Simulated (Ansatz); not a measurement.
PbI₂, DFT, PBEsol, all-electron PAW with datasets made for the crystal, scalar-relativistic (Ansatz 0.2.0), run on 1 thread of AMD EPYC 7R43 64-Core Processor (Zen 3) on a shared host.

The cell is COD entry 9009114, as deposited and not checked against the literature; nothing was relaxed. The listed cell was then made from it by scaling, straining or moving an atom.

Command: `ansatz run input.yaml --threads 1 --pin off --max-ram 4096MiB --backend cpu --events-out ev --progress --plain --runs-dir out`

```yaml
crystal:
  lattice:
    - [4.6149429646, 0.0, 0.0]
    - [-2.3074714823, 3.9966578444, 0.0]
    - [0.0, 0.0, 7.0688131604]
  atoms:
    - { symbol: Pb, position: [0.0, 0.0, 0.0] }
    - { symbol: I, position: [0.3333333333, 0.6666666667, 0.265] }
    - { symbol: I, position: [0.6666666667, 0.3333333333, 0.735] }
kpoints:
  mp_grid: { grid: [8, 8, 5] }
scf:
  occupations: { method: fermi_dirac, width: 0.02 }
hamiltonian:
  xc: pbesol
  pseudopotentials: { kind: all_electron, datasets: crystal }
output:
  forces: true
  stress: true
  eigenvalues: true
  efg: { contact_densities: true }
```

(1) How large is the problem that the program sets up?

(2) About how long does it take, and how much memory does it use?

(3) And the same cell and mesh by PAW (frozen-core files), asked for forces, stress, eigenvalues, efg, on the same hardware?

Answers

(1) 40 irreducible k-points, 1103 plane waves at Γ, 18 bands.

(2) 8.2 s of wall time for 8 SCF iterations, with a peak of 0.65 GiB. Times on shared machines scatter by tens of per cent.

(3) 6.9 s, peak memory 0.55 GiB.
